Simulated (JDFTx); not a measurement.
BN, 2 atoms in the cell. It takes space group F-43m (No. 216, cubic). The conventional cell has a = 3.626 Å, b = 3.626 Å, c = 3.626 Å, α = 90.00°, β = 90.00°, γ = 90.00°. Around N (site symmetry -43m) lie 4 B at 1.57 Å. Around B (site symmetry -43m) lie 4 N at 1.57 Å. The cell is a database's computed one.

| Quantity | Value |
| --- | --- |
| Program | JDFTx 1.7.0 (patched build) |
| Task | single point |
| Functional | r2SCAN |
| Potentials or basis | SG15-PBE-1.2 |
| Cutoff | 1088 eV |
| Density cutoff | 8708 eV |
| k mesh | 13 × 13 × 13 |
| Occupations | fermi-dirac, width 0.05 eV |
| Spin | no spin polarisation |
| Bands | 9 |
| Density cutoff over wavefunction cutoff | 8 |
| Max SCF steps | 100 |
| SCF threshold on the energy | 1e-09 Ha |
| Solver of the electrons | scf |
| Further solve for the empty bands | yes |

Potentials or basis: SG15-PBE-1.2.

Launch:

```console
$ jdftx -c 1 -i BN.in -o BN.out
```

Hardware: 1 thread of Intel(R) Xeon(R) 6975P-C (Granite Rapids) (shared host).

**Question.** How long does it take, and how much memory?

**Answer.** Wall time 44 s on 1 thread of Intel(R) Xeon(R) 6975P-C (Granite Rapids) (shared host), peak memory 0.08 GiB. Counts: scf iterations 13, bands 9, k points 84, plane waves 971.
